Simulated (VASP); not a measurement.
# BAs: zone-centre modes, functional by functional

Aim: the vibrations of BAs at the zone centre, at several levels of theory. The starting structure is a measured crystal structure from the Crystallography Open Database.

Method: Kohn-Sham DFT with plane waves and PAW; LDA, PBEsol, PBE, PBEsol + D3(BJ), r2SCAN, r2SCAN + rVV10 and HSE06, in VASP 6.6.1.

## (1) The starting structure

Symmetry: F-43m, No. 216, cubic system. Conventional cell: a = 4.777 Å, b = 4.777 Å, c = 4.777 Å, α = 90.00°, β = 90.00°, γ = 90.00°. Nearest to As lie 4 B at 2.07 Å. Nearest to B lie 4 As at 2.07 Å. Farther neighbours are not listed.

As a file:

```cif
data_structure
_symmetry_space_group_name_H-M 'F-43m'
_symmetry_Int_Tables_number 216
_cell_length_a 4.7770
_cell_length_b 4.7770
_cell_length_c 4.7770
_cell_angle_alpha 90.000
_cell_angle_beta 90.000
_cell_angle_gamma 90.000
_cell_volume 109.01
loop_
_atom_site_label
_atom_site_type_symbol
_atom_site_symmetry_multiplicity
_atom_site_Wyckoff_symbol
_atom_site_fract_x
_atom_site_fract_y
_atom_site_fract_z
_atom_site_occupancy
As1 As 4 c 0.25000 0.25000 0.25000 1
B1 B 4 a 0.00000 0.00000 0.00000 1
```

## (2) Modes with LDA

LDA, the lowest rung, knows the local density alone. The cell comes from a relaxation at this level, not shown (26.67 Å³).

Contents of INCAR:

```
SYSTEM = BAs
PREC = Accurate
ENCUT = 450
EDIFF = 1E-08
NELM = 100
ISMEAR = 0
SIGMA = 0.03
LREAL = .FALSE.
ALGO = Normal
GGA = CA
NBANDS = 10
LORBIT = 11
LWAVE = .FALSE.
LCHARG = .FALSE.
KPAR = 2
IBRION = 8
LEPSILON = .TRUE.
ISIF = 2
```

Contents of POSCAR:

```
BAs
1.0
    0.0000000000      2.3712535236      2.3712535236
    2.3712535236      0.0000000000      2.3712535236
    2.3712535236      2.3712535236      0.0000000000
As B
1 1
Direct
    0.7500000000      0.7500000000      0.7500000000
    0.0000000000      0.0000000000      0.0000000000
```

Contents of KPOINTS:

```
Automatic mesh
0
Gamma
8 8 8
0 0 0
```

PAW data sets: As and B (LDA family, release 64).

The run is started by

```sh
$ mpirun -np 2 vasp_std
```

The program printed:

```text
[banner, memory and clock lines left out]
running    2 mpi-ranks, on    1 nodes
 distrk:  each k-point on    1 cores,    2 groups
 distr:  one band on    1 cores,    1 groups

 POSCAR found type information on POSCAR AsB
 POSCAR found :  2 types and       2 ions
 LDA part: xc-table for (Slater(with rela. corr.)+CA(PZ))
 , standard interpolation
 POSCAR, INCAR and KPOINTS ok, starting setup
 FFT: planning ... GRIDC
 FFT: planning ... GRID_SOFT
 FFT: planning ... GRID
 WAVECAR not read
 entering main loop
       N       E                     dE             d eps       ncg     rms          rms(c)
DAV:   1     0.873901889814E+01    0.87390E+01   -0.34583E+03   580   0.629E+02
DAV:   2    -0.131075333592E+02   -0.21847E+02   -0.21148E+02   794   0.100E+02
DAV:   3    -0.136926174351E+02   -0.58508E+00   -0.58419E+00   678   0.165E+01
DAV:   4    -0.136941514465E+02   -0.15340E-02   -0.15339E-02   724   0.988E-01
DAV:   5    -0.136941537178E+02   -0.22713E-05   -0.22713E-05   682   0.345E-02    0.518E+00
DAV:   6    -0.130227529867E+02    0.67140E+00   -0.18231E+00   620   0.590E+00    0.245E+00
DAV:   7    -0.129372288560E+02    0.85524E-01   -0.21152E-01   694   0.246E+00    0.899E-01
DAV:   8    -0.129237080886E+02    0.13521E-01   -0.25095E-02   628   0.879E-01    0.103E-01
DAV:   9    -0.129237323554E+02   -0.24267E-04   -0.72165E-04   664   0.180E-01    0.588E-02
DAV:  10    -0.129237389102E+02   -0.65547E-05   -0.85245E-05   634   0.550E-02    0.141E-02
DAV:  11    -0.129237403139E+02   -0.14038E-05   -0.16120E-06   714   0.929E-03    0.130E-02
DAV:  12    -0.129237401433E+02    0.17060E-06   -0.80331E-07   648   0.398E-03    0.291E-03
DAV:  13    -0.129237401473E+02   -0.39801E-08   -0.29786E-08   658   0.125E-03
   1 F= -.12923740E+02 E0= -.12923740E+02  d E =-.224941E-29
 Linear response reoptimize wavefunctions to high precision
DAV:   1    -0.129237401477E+02   -0.35192E-09   -0.56330E-09   642   0.348E-04
DAV:   2    -0.129237401477E+02   -0.62528E-11   -0.12749E-10   370   0.941E-05
 Linear response G [H, r] |phi>, progress :
  Direction:   1
       N       E                     dE             d eps       ncg     rms
RMM:   1    -0.496038620611E+02   -0.49604E+02   -0.76532E+01  1447   0.458E+01
RMM:   2    -0.372006842913E+02    0.12403E+02   -0.27519E+00   963   0.109E+01
RMM:   3    -0.372171126690E+02   -0.16428E-01    0.65465E-03  1002   0.872E-01
RMM:   4    -0.372197197027E+02   -0.26070E-02    0.25970E-03  1028   0.946E-02
RMM:   5    -0.372199759565E+02   -0.25625E-03    0.27345E-04  1025   0.113E-02
RMM:   6    -0.372200014570E+02   -0.25500E-04    0.23692E-05  1025   0.226E-03
RMM:   7    -0.372200039937E+02   -0.25367E-05    0.30510E-06   933   0.105E-03
RMM:   8    -0.372200043984E+02   -0.40472E-06   -0.61703E-06   875   0.906E-04
RMM:   9    -0.372200044373E+02   -0.38921E-07   -0.52388E-06   814   0.892E-04
RMM:  10    -0.372200044217E+02    0.15611E-07    0.12279E-06   753   0.891E-04
RMM:  11    -0.372200044005E+02    0.21199E-07    0.46285E-05   694   0.893E-04
 Linear response G [H, r] |phi>, progress :
  Direction:   2
       N       E                     dE             d eps       ncg     rms
RMM:   1    -0.480031118130E+02   -0.48003E+02   -0.95815E+01  1441   0.435E+01
RMM:   2    -0.383002097633E+02    0.97029E+01   -0.17283E+00   954   0.938E+00
RMM:   3    -0.383289765666E+02   -0.28767E-01    0.16128E-02  1005   0.703E-01
RMM:   4    -0.383317047878E+02   -0.27282E-02    0.26315E-03  1024   0.765E-02
RMM:   5    -0.383319584581E+02   -0.25367E-03    0.27290E-04  1031   0.949E-03
RMM:   6    -0.383319837677E+02   -0.25310E-04    0.22795E-05  1029   0.212E-03
RMM:   7    -0.383319863032E+02   -0.25355E-05   -0.21617E-06   930   0.112E-03
RMM:   8    -0.383319866098E+02   -0.30662E-06   -0.42075E-06   871   0.101E-03
RMM:   9    -0.383319867101E+02   -0.10028E-06    0.25665E-06   824   0.994E-04
RMM:  10    -0.383319867142E+02   -0.40889E-08   -0.18911E-05   770   0.992E-04
RMM:  11    -0.383319867234E+02   -0.92447E-08   -0.47710E-05   689   0.992E-04
 Linear response G [H, r] |phi>, progress :
  Direction:   3
       N       E                     dE             d eps       ncg     rms
RMM:   1    -0.252404287087E+02   -0.25240E+02    0.11948E+02  1367   0.426E+01
RMM:   2    -0.224005119390E+02    0.28399E+01   -0.25213E+00   947   0.963E+00
RMM:   3    -0.223856543628E+02    0.14858E-01   -0.34826E-02   993   0.888E-01
RMM:   4    -0.223851635845E+02    0.49078E-03   -0.34868E-04  1026   0.967E-02
RMM:   5    -0.223851574472E+02    0.61373E-05   -0.16017E-05  1021   0.125E-02
RMM:   6    -0.223851571239E+02    0.32331E-06   -0.66583E-06   991   0.228E-03
RMM:   7    -0.223851570898E+02    0.34118E-07   -0.66782E-06   905   0.101E-03
RMM:   8    -0.223851570878E+02    0.19623E-08   -0.81403E-06   817   0.850E-04
RMM:   9    -0.223851570036E+02    0.84168E-07   -0.84175E-06   755   0.838E-04
RMM:  10    -0.223851570500E+02   -0.46395E-07   -0.77457E-05   684   0.835E-04
RMM:  11    -0.223851570808E+02   -0.30791E-07   -0.49885E-05   632   0.837E-04
 Linear response to external field (no local field effect), progress :
  Direction:   1
       N       E                     dE             d eps       ncg     rms          rms(c)
RMM:   1    -0.852617719083E+00   -0.85262E+00   -0.39842E+00  1306   0.333E+00
[...]
Linear response to external field, progress :
  Direction:   1
       N       E                     dE             d eps       ncg     rms          rms(c)
RMM:   1    -0.683098304746E+00   -0.68310E+00   -0.31559E+00  4242   0.298E+00
RMM:   2    -0.698807210470E+00   -0.15709E-01   -0.74022E-03  3108   0.401E-01    0.126E+00
RMM:   3    -0.683451134079E+00    0.15356E-01   -0.62951E-03  3191   0.456E-01    0.723E-01
RMM:   4    -0.705085763369E+00   -0.21635E-01   -0.82412E-03  3137   0.539E-01    0.729E-02
RMM:   5    -0.708348909698E+00   -0.32631E-02   -0.13569E-04  3238   0.729E-02    0.866E-03
RMM:   6    -0.708464458086E+00   -0.11555E-03   -0.13294E-06  3300   0.666E-03    0.457E-03
RMM:   7    -0.708526152864E+00   -0.61695E-04   -0.42010E-07  3304   0.294E-03    0.287E-04
RMM:   8    -0.708535142980E+00   -0.89901E-05   -0.24169E-07  3282   0.262E-04    0.108E-04
RMM:   9    -0.708531472544E+00    0.36704E-05   -0.24081E-07  2996   0.139E-04    0.234E-05
RMM:  10    -0.708531894146E+00   -0.42160E-06   -0.21695E-07  1881   0.652E-05    0.396E-06
 change of polarisation eV/A/(eV/A) component  1 :     1.334     0.420     0.229
 dielectric tensor                  component  1 :    10.050     2.851     1.554
 Linear response to external field, progress :
  Direction:   2
       N       E                     dE             d eps       ncg     rms          rms(c)
RMM:   1    -0.682736372159E+00   -0.68274E+00   -0.31522E+00  4242   0.298E+00
RMM:   2    -0.698803182143E+00   -0.16067E-01   -0.75927E-03  3110   0.403E-01    0.126E+00
RMM:   3    -0.683448608049E+00    0.15355E-01   -0.63077E-03  3190   0.456E-01    0.723E-01
RMM:   4    -0.705081889662E+00   -0.21633E-01   -0.82428E-03  3135   0.539E-01    0.729E-02
RMM:   5    -0.708348507422E+00   -0.32666E-02   -0.13379E-04  3241   0.729E-02    0.868E-03
RMM:   6    -0.708463753991E+00   -0.11525E-03   -0.66157E-07  3301   0.666E-03    0.456E-03
RMM:   7    -0.708524966038E+00   -0.61212E-04    0.30676E-08  3298   0.294E-03    0.287E-04
RMM:   8    -0.708534661353E+00   -0.96953E-05    0.11093E-07  3260   0.263E-04    0.108E-04
RMM:   9    -0.708531244885E+00    0.34165E-05    0.11907E-07  2999   0.141E-04    0.236E-05
RMM:  10    -0.708531882282E+00   -0.63740E-06    0.15779E-07  1876   0.674E-05    0.473E-06
 change of polarisation eV/A/(eV/A) component  2 :     0.407     1.334     0.200
 dielectric tensor                  component  2 :     2.764    10.050     1.359
 Linear response to external field, progress :
  Direction:   3
       N       E                     dE             d eps       ncg     rms          rms(c)
RMM:   1    -0.683095229484E+00   -0.68310E+00   -0.31558E+00  4244   0.298E+00
RMM:   2    -0.698808321332E+00   -0.15713E-01   -0.73462E-03  3108   0.401E-01    0.126E+00
RMM:   3    -0.683451659364E+00    0.15357E-01   -0.62864E-03  3191   0.456E-01    0.723E-01
RMM:   4    -0.705085913929E+00   -0.21634E-01   -0.82363E-03  3137   0.539E-01    0.729E-02
RMM:   5    -0.708346816710E+00   -0.32609E-02   -0.13588E-04  3239   0.729E-02    0.866E-03
RMM:   6    -0.708465347211E+00   -0.11853E-03   -0.13185E-06  3301   0.666E-03    0.457E-03
RMM:   7    -0.708528168509E+00   -0.62821E-04   -0.41602E-07  3302   0.294E-03    0.287E-04
RMM:   8    -0.708536070259E+00   -0.79018E-05   -0.24065E-07  3262   0.262E-04    0.108E-04
RMM:   9    -0.708533518200E+00    0.25521E-05   -0.23519E-07  2988   0.139E-04    0.236E-05
RMM:  10    -0.708531149058E+00    0.23691E-05   -0.19895E-07  1871   0.651E-05    0.432E-06
 change of polarisation eV/A/(eV/A) component  3 :     0.315     0.334     1.334
 dielectric tensor                  component  3 :     2.137     2.268    10.050
 Linear response DOF=           2
 Linear response progress:
  Degree of freedom:   1/  2
       N       E                     dE             d eps       ncg     rms          rms(c)
RMM:   1    -0.402174355058E-01   -0.40217E-01    0.28078E-02  4482   0.114E+00
RMM:   2    -0.378762218578E-01    0.23412E-02   -0.18087E-03  3032   0.213E-01    0.974E-02
RMM:   3    -0.376925391656E-01    0.18368E-03   -0.21437E-04  3216   0.266E-02    0.570E-02
RMM:   4    -0.377205402208E-01   -0.28001E-04   -0.21391E-04  3167   0.299E-02    0.316E-03
RMM:   5    -0.376988490707E-01    0.21691E-04   -0.28449E-05  3319   0.255E-03    0.839E-04
RMM:   6    -0.376940969794E-01    0.47521E-05   -0.14530E-05  3296   0.492E-04    0.135E-04
RMM:   7    -0.376935176280E-01    0.57935E-06   -0.14406E-05  3390   0.125E-04    0.454E-05
RMM:   8    -0.376935299016E-01   -0.12274E-07   -0.15350E-05  3266   0.718E-05    0.147E-05
RMM:   9    -0.376931799735E-01    0.34993E-06   -0.11682E-05  3467   0.602E-05    0.706E-07
RMM:  10    -0.376931101372E-01    0.69836E-07   -0.10761E-05  2592   0.559E-05    0.244E-07
RMM:  11    -0.376930936600E-01    0.16477E-07   -0.10690E-05  2140   0.559E-05    0.110E-07
RMM:  12    -0.376931267209E-01   -0.33061E-07   -0.10706E-05  1857   0.558E-05    0.365E-08
 first order change of Fermi-energy  -0.92916E-03
 force on displaced ion       1 direction 1 : -17.050  -0.000  -0.000
 Born effective charge ion    1 direction 1 :   0.507   0.000   0.000
 Linear response progress:
  Degree of freedom:   2/  2
       N       E                     dE             d eps       ncg     rms          rms(c)
RMM:   1    -0.439600150533E-01   -0.43960E-01   -0.55810E-04  4422   0.108E+00
RMM:   2    -0.408767362385E-01    0.30833E-02   -0.77639E-04  2984   0.213E-01    0.102E-01
RMM:   3    -0.409336403900E-01   -0.56904E-04   -0.47196E-06  3124   0.689E-02    0.533E-02
RMM:   4    -0.412241377393E-01   -0.29050E-03   -0.44355E-05  3062   0.636E-02    0.749E-03
RMM:   5    -0.412104433016E-01    0.13694E-04    0.91726E-06  3231   0.691E-03    0.726E-04
RMM:   6    -0.412089966816E-01    0.14466E-05    0.11003E-06  3245   0.566E-04    0.273E-04
RMM:   7    -0.412083815072E-01    0.61517E-06    0.58478E-07  3286   0.262E-04    0.487E-05
RMM:   8    -0.412084980956E-01   -0.11659E-06    0.27514E-07  3345   0.623E-05    0.133E-05
RMM:   9    -0.412084419475E-01    0.56148E-07    0.44258E-07  3464   0.433E-05    0.173E-06
RMM:  10    -0.412084081945E-01    0.33753E-07    0.71980E-07  3134   0.345E-05    0.407E-07
RMM:  11    -0.412083653883E-01    0.42806E-07    0.96730E-07  2364   0.336E-05    0.592E-08
 first order change of Fermi-energy   0.10958E-02
 force on displaced ion       2 direction 1 : -17.051   0.000   0.000
 Born effective charge ion    2 direction 1 :  -0.604   0.000   0.000
 Born effective charges drift removed
 Linear response finished
```

Run time: 22 s. Hardware: 2 MPI ranks of Intel Xeon 6975P-C (Granite Rapids), shared host; peak memory 0.33 GiB.

Lines that name or quote the potential files are left out of all logs, and their timing lines are given in words.

OUTCAR, selected parts (step 2):

```text
ion  position               nearest neighbor table
   1  0.750  0.750  0.750-   2 2.05   2 2.05   2 2.05   2 2.05
   2  0.000  0.000  0.000-   1 2.05   1 2.05   1 2.05   1 2.05

  LATTYP: Found a face centered cubic cell.
 ALAT       =     4.7425070472

 Subroutine GETGRP returns: Found 24 space group operations
 (whereof 24 operations were pure point group operations)

The static configuration has the point symmetry T_d .

 Found     29 irreducible k-points:

   k-points           NKPTS =     29   k-points in BZ     NKDIM =     29   number of bands    NBANDS=     10

   dimension x,y,z NGX =    24 NGY =   24 NGZ =   24
   dimension x,y,z NGXF=    48 NGYF=   48 NGZF=   48

   ENCUT  =  450.0 eV  33.07 Ry    5.75 a.u.   5.80  5.80  5.80*2*pi/ulx,y,z

   NELECT =       8.0000    total number of electrons

 k-points in reciprocal lattice and weights: Automatic mesh
   0.00000000  0.00000000  0.00000000       0.002
   0.12500000  0.00000000  0.00000000       0.016
   0.25000000  0.00000000  0.00000000       0.016
   0.37500000  0.00000000  0.00000000       0.016
   0.50000000  0.00000000  0.00000000       0.008
   0.12500000  0.12500000  0.00000000       0.012
   0.25000000  0.12500000  0.00000000       0.047
   0.37500000  0.12500000  0.00000000       0.047
   0.50000000  0.12500000  0.00000000       0.047
[...]
-0.37500000  0.50000000  0.12500000       0.023
  -0.25000000  0.50000000  0.25000000       0.012

 average (electrostatic) potential at core
       1 -51.7672       2 -31.6714

  Total       -0.0010054     -0.0010054     -0.0010054      0.0000000      0.0000000     -0.0000000
  in kB       -0.0604067     -0.0604067     -0.0604067      0.0000000      0.0000000     -0.0000000
  external PRESSURE =      -0.0604067 kB  Pullay stress =       0.0000000 kB

  energy-cutoff  :      450.00
  volume of cell :       26.67
      direct lattice vectors                 reciprocal lattice vectors
     0.000000000  2.371253524  2.371253524    -0.210858938  0.210858938  0.210858938
     2.371253524  0.000000000  2.371253524     0.210858938 -0.210858938  0.210858938
     2.371253524  2.371253524  0.000000000     0.210858938  0.210858938 -0.210858938

 POSITION                                       TOTAL-FORCE (eV/Angst)
 -----------------------------------------------------------------------------------
      3.55688      3.55688      3.55688         0.000000     -0.000000      0.000000
      0.00000      0.00000      0.00000        -0.000000      0.000000     -0.000000
 -----------------------------------------------------------------------------------
    total drift:                               -0.000000     -0.000000     -0.000000

 MACROSCOPIC STATIC DIELECTRIC TENSOR (including local field effects in DFT)
 ------------------------------------------------------
          10.050287     0.000000     0.000000
           0.000000    10.050287     0.000000
          -0.000000     0.000000    10.050287
 ------------------------------------------------------

 PIEZOELECTRIC TENSOR (including local field effects)  for field in x, y, z        (C/m^2)
          XX          YY          ZZ          XY          YZ          ZX
  --------------------------------------------------------------------------------
  x    -0.00000     0.00000     0.00000     0.00000    -0.10460     0.00000
  y    -0.00000    -0.00000    -0.00000     0.00000     0.00000    -0.10460
  z    -0.00000    -0.00000    -0.00000    -0.10460     0.00000     0.00000

 BORN EFFECTIVE CHARGES (including local field effects) (in |e|, cummulative output)
 ---------------------------------------------------------------------------------
 ion    1
    1     0.55268     0.00000     0.00000
    2    -0.00000     0.55268    -0.00000
    3     0.00000     0.00000     0.55268
 ion    2
    1    -0.55268     0.00000     0.00000
    2     0.00000    -0.55268     0.00000
    3     0.00000     0.00000    -0.55268

 Eigenvectors and eigenvalues of the dynamical matrix
 ----------------------------------------------------

   1 f  =   21.002181 THz   131.960598 2PiTHz  700.557363 cm-1    86.858004 meV
             X         Y         Z           dx          dy          dz
      3.556880  3.556880  3.556880    -0.293021    0.200571   -0.000000
      0.000000  0.000000  0.000000     0.771422   -0.528032    0.000000

   2 f  =   21.002181 THz   131.960598 2PiTHz  700.557363 cm-1    86.858004 meV
             X         Y         Z           dx          dy          dz
      3.556880  3.556880  3.556880     0.000000    0.000000   -0.355092
      0.000000  0.000000  0.000000     0.000000    0.000000    0.934831

   3 f  =   21.002181 THz   131.960598 2PiTHz  700.557363 cm-1    86.858004 meV
             X         Y         Z           dx          dy          dz
      3.556880  3.556880  3.556880    -0.200571   -0.293021   -0.000000
      0.000000  0.000000  0.000000     0.528032    0.771422   -0.000000

   4 f/i=    0.000339 THz     0.002130 2PiTHz    0.011309 cm-1     0.001402 meV
             X         Y         Z           dx          dy          dz
      3.556880  3.556880  3.556880     0.921610   -0.156601   -0.004543
      0.000000  0.000000  0.000000     0.350070   -0.059484   -0.001726

   5 f/i=    0.000339 THz     0.002130 2PiTHz    0.011309 cm-1     0.001402 meV
             X         Y         Z           dx          dy          dz
      3.556880  3.556880  3.556880    -0.156571   -0.921607    0.006047
      0.000000  0.000000  0.000000    -0.059473   -0.350068    0.002297

   6 f/i=    0.000339 THz     0.002130 2PiTHz    0.011309 cm-1     0.001402 meV
             X         Y         Z           dx          dy          dz
      3.556880  3.556880  3.556880     0.005492    0.005201    0.934801
      0.000000  0.000000  0.000000     0.002086    0.001976    0.355080

 MACROSCOPIC STATIC DIELECTRIC TENSOR IONIC CONTRIBUTION
 ------------------------------------------------------
           0.121566    -0.000000     0.000000
          -0.000000     0.121566    -0.000000
           0.000000    -0.000000     0.121566
 ------------------------------------------------------

 ELASTIC MODULI CONTR FROM IONIC RELAXATION (kBar)
 Direction    XX          YY          ZZ          XY          YZ          ZX
 --------------------------------------------------------------------------------
 XX          -0.0000     -0.0000     -0.0000     -0.0000      0.0000     -0.0000
 YY          -0.0000     -0.0000     -0.0000     -0.0000     -0.0000      0.0000
 ZZ          -0.0000     -0.0000     -0.0000      0.0000     -0.0000     -0.0000
 XY          -0.0000     -0.0000      0.0000   -195.6263      0.0000      0.0000
 YZ           0.0000     -0.0000     -0.0000      0.0000   -195.6263      0.0000
 ZX          -0.0000      0.0000     -0.0000      0.0000      0.0000   -195.6263
 --------------------------------------------------------------------------------

 PIEZOELECTRIC TENSOR IONIC CONTR  for field in x, y, z        (C/m^2)
          XX          YY          ZZ          XY          YZ          ZX
  --------------------------------------------------------------------------------
  x     0.00000     0.00000     0.00000     0.00000     0.14511     0.00000
  y     0.00000    -0.00000     0.00000    -0.00000    -0.00000     0.14511
  z     0.00000     0.00000     0.00000     0.14511     0.00000     0.00000
```

Energies printed during the response cycles are not total energies of the cell.

LDA: the zone-centre mode is T2 700.6 cm⁻¹.

(Continued in part 2 of 3.)

[Lines on the potential files, build, host, timing and source positions are cut from VASP's logs without a mark.]

[Logs are printed without paths, hosts, clocks, repeated set-up lines and the standing remarks that a program may print on its own settings, such as how far it seeks lower states.]

[Hosts, paths, dates, database ids (printed as entryN), source tags and the programs' standing remarks are cut or masked in the printed files.]
